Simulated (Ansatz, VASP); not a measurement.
**Cu in VASP and in Ansatz**

The input INCAR:

```
SYSTEM = Cu
PREC = Accurate
ENCUT = 520
EDIFF = 1E-6
ISMEAR = -1
SIGMA = 0.08
LREAL = .False.
LASPH = .True.
NELM = 60
ALGO = Normal
ISIF = 2
LWAVE = .False.
LCHARG = .False.
NBANDS = 18
```

KPOINTS

```
regular mesh
0
Gamma
  15 15 15
  0 0 0
```

Contents of POSCAR:

```
Cu
1.0
    0.0000000000      2.2857733480      2.2857733480
    2.2857733480      0.0000000000      2.2857733480
    2.2857733480      2.2857733480      0.0000000000
Cu
2
Direct
   -0.1250000000     -0.1250000000     -0.1250000000
    0.1250000000      0.1250000000      0.1250000000
```

Input for Ansatz:

```yaml
crystal:
  lattice:
    - [0.0, 2.285773348, 2.285773348]
    - [2.285773348, 0.0, 2.285773348]
    - [2.285773348, 2.285773348, 0.0]
  atoms:
    - { symbol: Cu, position: [-0.125, -0.125, -0.125] }
    - { symbol: Cu, position: [0.125, 0.125, 0.125] }
kpoints:
  mp_grid: { grid: [15, 15, 15] }
scf:
  occupations: { method: fermi_dirac, width: 0.08 }
hamiltonian:
  xc: lda
  pseudopotentials: { kind: all_electron, lapw: { basis_error: 0.001 } }
output:
  forces: true
  stress: true
  eigenvalues: true
  populations: true
```

Change from the starting cell: volume scaled by 0.7, LAPW.

Alike in both runs: task single point; functional LDA; k mesh 15 × 15 × 15; occupations fermi-dirac, width 0.08 eV; no spin polarisation.

|  | VASP | Ansatz |
| --- | --- | --- |
| version | VASP 6.6.1 | Ansatz 0.2.0 |
| potentials or method | VASP PAW LDA potentials, release 64 (Cu) | all-electron LAPW, scalar-relativistic |
| plane-wave cutoff (eV) | 520 | see its input |

|  | VASP | Ansatz | Ansatz less VASP |
| --- | --- | --- | --- |
| pressure (GPa) | 67.1 | 67.1 | -0.02 |

Ansatz ran all-electron here, so the differences hold the error of VASP's frozen core and of both bases.

Caveats: the cell as given lies far from equilibrium; so large a pressure means that the cell lies far from this level's equilibrium, or that cutoff or potentials fall short (VASP).
